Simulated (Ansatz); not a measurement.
The system is Ga.

```xyz
1
Lattice="2.7165 0.0000 0.0000 0.0000 2.7165 0.0000 0.0000 0.0000 2.7165" Properties=species:S:1:pos:R:3 pbc="T T T"
Ga    0.0000    0.0000    0.0000
```

The cell was built by a generator and needn't be a form met in nature.

- Program: Ansatz 0.2.0
- Task: relaxation of cell and atoms
- Functional: RPBE
- Potentials or basis: Ansatz PAW
- Cutoff: 420 eV (not typed: the program's choice for these potentials)
- k mesh: 10 × 10 × 10
- Occupations: fermi-dirac, width 0.05 eV
- Spin: no spin polarisation

At the start: volume 20.05 Å³/atom.

Task: How do energy, volume and symmetry change on relaxing?

Result: It ends after 5 steps and the volume is 21.06 Å³/atom (+5.1 %); space group Pm-3m (No. 221, to 0.05 Å).

The path:
```
step  energy change (eV)  largest force (eV/Å)  volume (Å³)
   1              0.0000                0.0000        20.05
   2             -0.0050                0.0000        20.69
   3             -0.0057                0.0000        21.10
   4             -0.0057                0.0000        21.06
   5             -0.0060                0.0000        21.06
```

Final structure:
```
Ga
1.0
     2.76151    0.00000    0.00000
     0.00000    2.76151    0.00000
     0.00000    0.00000    2.76151
Ga
1
Direct
  0.00000 0.00000 0.00000
```

Caveat: the plane-wave basis is chosen anew once the cell has moved, so the energies of steps on either side of that aren't comparable; the PAW data sets come from PBE, with cores solved anew for the run's functional, which leaves a small shift of forces and pressure.
